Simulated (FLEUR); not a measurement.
## CdTe under changes of volume

One of the cells (32.922 Å³/atom); the others are scaled copies at fixed shape and fractional positions:

```
Te Cd
1.0
     0.00000    3.20500    3.20500
     3.20500    0.00000    3.20500
     3.20500    3.20500    0.00000
Te Cd
1 1
Cartesian
  4.8075 4.8075 4.8075
  0.0000 0.0000 0.0000
```

- Program: FLEUR MaX-R8.1 (later development tree)
- Functional: PBEsol
- Potentials or basis: all-electron
- Basis: FLAPW
- Kmax: 4.39 1/bohr
- k mesh: 7 × 7 × 7
- Occupations: fermi-dirac, width 0.05 eV
- Spin: no spin polarisation

```tsv
volume (Å³/atom)	energy over the lowest point (meV/atom)	gap on the mesh (eV)
30.947	47.57	0.94
31.605	28.86	0.88
32.263	15.36	0.82
32.922	6.24	0.76
33.580	?	?
34.239	0.00	0.64
34.897	1.88	0.58
```

**Question.** What does the run at 33.580 Å³/atom give?

**Answer.** Energy over the lowest point 1.26 meV/atom; gap on the mesh 0.70 eV.

Worked out: A Birch-Murnaghan fit of order 3 (a polynomial in V^(-2/3)) to the other rows has its minimum at 34.17 Å³/atom with B0 = V·E''(V) = 41 GPa and B' = 4.9. It gives 1.32 meV/atom at 33.580 Å³/atom, against the run's 1.26. A straight line through the other rows of the gap, of slope -3 eV per unit of ln V (its deformation potential), gives 0.70 eV, against the run's 0.70.

Energies are extrapolated to zero smearing.

Caveats: spin-orbit coupling is left out, which moves the levels of the heavy elements.
